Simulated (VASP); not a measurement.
**Ti under changes of volume**

One of the cells (17.097 Å³/atom); the others are scaled copies at fixed shape and fractional positions:

```
Ti
1.0
     4.57720    0.00000    0.00000
    -2.28860    3.96397    0.00000
     0.00000    0.00000    2.82695
Ti
3
Direct
  0.66667 0.33333 0.50000
  0.33333 0.66667 0.50000
  0.00000 0.00000 0.00000
```

This isn't the form of Ti at room conditions, which is hcp.

- Program: VASP 6.6.1
- Functional: r2SCAN
- Potentials or basis: VASP PAW PBE potentials, release 64 (Ti_sv)
- Cutoff: 520 eV
- k mesh: 6 × 6 × 8
- Occupations: fermi-dirac, width 0.05 eV
- Spin: no spin polarisation

```csv
volume (Å³/atom),energy over the lowest point (meV/atom),pressure (GPa)
16.413,10.94,5.2
16.755,2.68,2.4
17.097,0.00,-0.1
17.439,2.41,-2.3
17.781,?,?
```

Question: What does the run at 17.781 Å³/atom give?

Answer: Energy over the lowest point 9.46 meV/atom; pressure -4.4 GPa.

Worked out: A Birch-Murnaghan fit of order 2 (a polynomial in V^(-2/3)) to the other rows has its minimum at 17.10 Å³/atom with B0 = V·E''(V) = 118 GPa at fixed shape and positions, which overstates the stiffness. It gives 9.39 meV/atom at 17.781 Å³/atom, against the run's 9.46, and -dE/dV = -4.3 GPa, against -4.4.

Energies are extrapolated to zero smearing.

Caveats: the PAW data sets were made with another functional, which shifts forces and pressure a little.
